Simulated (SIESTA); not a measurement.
The system is MnO2.

```
CELL_PARAMETERS angstrom
2.85496 0.00000 0.00000
-1.42748 2.47246 0.00000
0.00000 0.00000 10.22174
ATOMIC_POSITIONS crystal
Mn 0.00000 0.00000 0.50000
Mn 0.00000 0.00000 0.00000
O 0.66667 0.33333 0.40686
O 0.66667 0.33333 0.09314
O 0.33333 0.66667 0.59314
O 0.33333 0.66667 0.90686
```

Measurements of this composition are mostly on another form, of space group No. 136.

Base run:

```yaml
Program: SIESTA 5.4.2
Functional: PBEsol
Potentials_or_basis: PseudoDojo 0.4 standard (PBEsol files)
Basis: DZP (energy shift 0.003 Ry; two zetas on semicore shells)
Grid_cutoff: 800 Ry
Energy_shift: 0.003 Ry
k_mesh: 11 × 11 × 3
Occupations: fermi-dirac, width 0.05 eV
Spin: collinear spin, ferromagnetic start
Starting_moments: "[4.0, 4.0, 0.0, 0.0, 0.0, 0.0] μB"
```

Its results: band gap on the k mesh 0.76 eV, indirect (least direct gap 0.80 eV); pressure 0.3 GPa; net moment 6.00 μB per cell; site moments Mn +2.92; O +0.04 μB; largest force 0.184 eV/Å.

The run is repeated on the same cell with these changes: functional from PBEsol to BLYP; potentials or basis from PseudoDojo 0.4 standard (PBEsol files) to PseudoDojo 0.4 standard (PBE files). What comes out?

Band gap on the k mesh 0.76 eV, indirect (least direct gap 0.79 eV); pressure 11.8 GPa; net moment 6.00 μB per cell; site moments Mn +2.87; O +0.07 μB; largest force 0.905 eV/Å.

Caveats: short orbitals over semicore shells can move pressures by several GPa; the basis of atomic orbitals isn't converged, which shifts pressures, moduli and gaps; only a ferromagnetic start was run, and an antiferromagnetic order may lie lower in energy; an odd mesh through Γ misses points on the zone boundary, where band edges often lie (some runs); the potentials were made for another functional, which shifts forces and pressure (some runs).

Not every run made on this cell is shown here.
